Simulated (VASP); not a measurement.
# Cu (Fm-3m) in VASP: relaxation of cell and atoms with r2SCAN

Aim: the relaxation of cell and atoms of Cu with r2SCAN.

Program: VASP 6.6.1. These are calculated values, not measurements. Logs are shortened: lines on timing, memory, paths and dates and some standing lists are left out, and cuts for length are marked.

## 1. The structure

Symmetry: Fm-3m, No. 225, cubic system. Conventional cell: a = 3.630 Å, b = 3.630 Å, c = 3.630 Å, α = 90.00°, β = 90.00°, γ = 90.00°. Cu (site symmetry m-3m) has 12 Cu at 2.57 Å as nearest neighbours.

The cell was built by a generator and needn't be a form met in nature.

## 2. Relaxation of cell and atoms, r2SCAN

The input, INCAR:

```
SYSTEM = Cu
PREC = Accurate
ENCUT = 600
EDIFF = 1E-6
ISMEAR = 1
SIGMA = 0.2
LREAL = .False.
LASPH = .True.
NELM = 80
ALGO = Normal
ISIF = 3
LWAVE = .False.
LCHARG = .False.
METAGGA = R2SCAN
LMIXTAU = .True.
IBRION = 2
NSW = 40
EDIFFG = -0.01
KPAR = 8
```

The input, KPOINTS:

```
Automatic mesh
0
Gamma
  32 32 32
  0 0 0
```

The input, POSCAR:

```
Cu
1.0
    0.0000000000      1.8150000000      1.8150000000
    1.8150000000      0.0000000000      1.8150000000
    1.8150000000      1.8150000000      0.0000000000
Cu
1
Direct
    0.0000000000      0.0000000000      0.0000000000
```

Potentials or basis: VASP PAW PBE potentials, release 64 (Cu).

Started as:

```sh
$ cat potpaw_PBE.64/Cu/POTCAR > POTCAR
$ mpirun -np 8 vasp_std > vasp.out
```

OUTCAR:

```text
SYSTEM = Cu
   PREC = Accurate
   ENCUT = 600
   EDIFF = 1E-6
   ISMEAR = 1
   LREAL = .False.
   LASPH = .True.
   NELM = 80
   ISIF = 3
   METAGGA = R2SCAN
   IBRION = 2
   NSW = 40
   EDIFFG = -0.01

 ion  position               nearest neighbor table
   1  0.000  0.000  0.000-

  LATTYP: Found a face centered cubic cell.
 ALAT       =     3.6300000000

  Lattice vectors:

 A1 = (   0.0000000000,   1.8150000000,   1.8150000000)
 A2 = (   1.8150000000,   0.0000000000,   1.8150000000)
 A3 = (   1.8150000000,   1.8150000000,   0.0000000000)

Analysis of symmetry for initial positions (statically):
=====================================================================
 Subroutine PRICEL returns:
 Original cell was already a primitive cell.

 Routine SETGRP: Setting up the symmetry group for a
 face centered cubic supercell.

 Subroutine GETGRP returns: Found 48 space group operations
 (whereof 48 operations were pure point group operations)
 out of a pool of 48 trial point group operations.

The static configuration has the point symmetry O_h .

Analysis of symmetry for dynamics (positions and initial velocities):
=====================================================================
 Subroutine PRICEL returns:
 Original cell was already a primitive cell.

 Routine SETGRP: Setting up the symmetry group for a
 face centered cubic supercell.

 Subroutine GETGRP returns: Found 48 space group operations
 (whereof 48 operations were pure point group operations)
 out of a pool of 48 trial point group operations.

The dynamic configuration has the point symmetry O_h .

 Subroutine INISYM returns: Found 48 space group operations
 (whereof 48 operations are pure point group operations),
 and found     1 'primitive' translations

----------------------------------------------------------------------------------------

                                     Primitive cell

  volume of cell :      11.9580

  direct lattice vectors                    reciprocal lattice vectors
     0.000000000  1.815000000  1.815000000    -0.275482094  0.275482094  0.275482094
     1.815000000  0.000000000  1.815000000     0.275482094 -0.275482094  0.275482094
[... 93 lines left out ...]
   PSTRESS=    0.0 pullay stress
   NELECT =      11.0000    total number of electrons
   NUPDOWN=      -1.0000    fix difference up-down
   EMIN   =  10.00;   EMAX   =-10.00  energy-range for DOS
   EFERMI =   0.00;   METHOD = LEGACY
   ISMEAR =     1;   SIGMA  =   0.20  broadening in eV -4-tet -1-fermi 0-gaus
   EFERMI_NEDOS =   21; number of points for ismear=-14 and -15
   IALGO  =     38    algorithm
   IMIX   =      4    mixing-type and parameters
     AMIX     =   0.40;   BMIX     =  1.00
     AMIX_MAG =   1.60;   BMIX_MAG =  1.00
  volume/ion in A,a.u.               =      11.96        80.70
  Fermi-wavevector in a.u.,A,eV,Ry     =   1.592157  3.008740 34.490258  2.534962
  Thomas-Fermi vector in A             =   2.690585
   LORBIT       =      0    0 simple, 1 ext, 2 COOP (PROOUT), +10 PAW based schemes
   METAGGA = R2SCAN    functional components
   LHFCALC =     F    Hartree Fock is set to
   AEXX    =    0.0000 exact exchange contribution
   IVDW    =     0    specifies the selected vdW correction
   LEPSILON=     F    determine dielectric tensor
   LRPA    =     F    only Hartree local field effects (RPA)
 conjugate gradient relaxation of ions
 non-spin polarized calculation
 Methfessel and Paxton  Order N= 1 SIGMA  =   0.20
  energy-cutoff  :      600.00
  volume of cell :       11.96
 maximum number of plane-waves:       415
 NGX is ok and might be reduce to    24
   NGX = 11   NGY = 11   NGZ = 11

--------------------------------------- Ionic step        1  -------------------------------------------

 number of electron      10.9999998 magnetization

 Free energy of the ion-electron system (eV)
  ---------------------------------------------------
  ext. energy  EPLUGINS =         0.00000000
  ---------------------------------------------------
  free energy    TOTEN  =       -10.81830346 eV

  energy without entropy =      -10.81868114  energy(sigma->0) =      -10.81842935

------------------------ aborting loop because EDIFF is reached ----------------------------------------

  FORCE on cell =-STRESS in cart. coord.  units (eV):
  Direction    XX          YY          ZZ          XY          YZ          ZX
  --------------------------------------------------------------------------------------
  -------------------------------------------------------------------------------------
  Total       -0.4435048     -0.4435048     -0.4435048     -0.0000000      0.0000000      0.0000000
  in kB      -59.4222443    -59.4222443    -59.4222443     -0.0000000      0.0000000      0.0000000
  external PRESSURE =     -59.4222443 kB  Pullay stress =       0.0000000 kB
[... 57 lines left out ...]
--------------------------------------- Ionic step        3  -------------------------------------------

 number of electron      10.9999998 magnetization

 Free energy of the ion-electron system (eV)
  ---------------------------------------------------
  ext. energy  EPLUGINS =         0.00000000
  ---------------------------------------------------
  free energy    TOTEN  =       -10.82731348 eV

  energy without entropy =      -10.82773239  energy(sigma->0) =      -10.82745312

 E-fermi :   7.7743     XC(G=0): -13.9325

 val. band max:        7.7712034336   @ k =   0.4688   0.3125   0.0313
 cond. band min:       7.8382610728   @ k =  -0.3750   0.1562   0.0312
 fundamental gap:      0.0670576392
 Fermi energy:         7.7742632245

 k-point     1 :       0.0000    0.0000    0.0000
  band No.  band energies     occupation
      1      -2.1456      2.00000
      2       4.5184      2.00000
      3       4.5184      2.00000
      4       4.5184      2.00000
      5       5.3702      2.00000
      6       5.3702      2.00000
      7      31.3568      0.00000
      8      34.6128      0.00000
      9      34.6128      0.00000
[... 265 lines left out ...]
 k-point    24 :       0.2188    0.0313    0.0000
  band No.  band energies     occupation
      1      -0.5090      2.00000
      2       4.2505      2.00000
      3       4.6923      2.00000
      4       4.6972      2.00000
      5       5.3279      2.00000
      6       5.4405      2.00000
      7      23.1658      0.00000
      8      31.2046      0.00000
      9      31.3415      0.00000

 [... further k-points ...]
[... 5 lines left out ...]
  --------------------------------------------------------------------------------------
  -------------------------------------------------------------------------------------
  Total       -0.0078202     -0.0078202     -0.0078202      0.0000000     -0.0000000      0.0000000
  in kB       -1.0907767     -1.0907767     -1.0907767      0.0000000     -0.0000000      0.0000000
  external PRESSURE =      -1.0907767 kB  Pullay stress =       0.0000000 kB
[... 16 lines left out ...]
  FREE ENERGIE OF THE ION-ELECTRON SYSTEM (eV)
  ---------------------------------------------------
  free  energy   TOTEN  =       -10.8273134840 eV

  energy  without entropy=      -10.8277323910  energy(sigma->0) =      -10.82745312

 reached required accuracy - stopping structural energy minimisation
```

CONTCAR:

```text
Cu
   1.00000000000000
    -0.0000000000000000    1.7908266042031245    1.7908266042031245
     1.7908266042031245    0.0000000000000000    1.7908266042031245
     1.7908266042031245    1.7908266042031245   -0.0000000000000000
  Cu
     1
Direct
     0.0000000000000000    0.0000000000000000    0.0000000000000000

  0.00000000E+00  0.00000000E+00  0.00000000E+00
```

Wall time 2.3 min (8 MPI ranks of AMD EPYC 9R45 (Zen 5), shared host); peak memory 0.25 GiB.

What came out:

```yaml
Free_energy: -10.8273 eV
Relaxed_volume: 11.49 Å³/atom
Relaxed_cell: a = 2.533 Å, b = 2.533 Å, c = 2.533 Å, α = 60.00°, β = 60.00°, γ = 60.00°
Space_group_after_relaxing_to_0.05_Å: Fm-3m (No. 225)
Energy_gained_by_relaxing: 9.0 meV/atom
Ionic_steps: 3
Pressure_after_relaxing: -0.1 GPa
Band_gap_on_the_k_mesh: none (metal or under the smearing width)
```

The path:
| step | energy change (eV) | largest force (eV/Å) | pressure (GPa) | volume (Å³) |
| --- | --- | --- | --- | --- |
| 1 | 0.0000 | 0.0000 | -5.94 | 11.96 |
| 2 | -0.0055 | 0.0000 | 4.07 | 11.21 |
| 3 | -0.0090 | 0.0000 | -0.11 | 11.49 |

Final structure:
```yaml
crystal:
  lattice:
    - [0.00000, 1.79083, 1.79083]
    - [1.79083, 0.00000, 1.79083]
    - [1.79083, 1.79083, 0.00000]
  atoms:
    - { symbol: Cu, position: [0.00000, 0.00000, 0.00000] }
```

Caveat: the PAW data sets were made with another functional, which shifts forces and pressure a little.
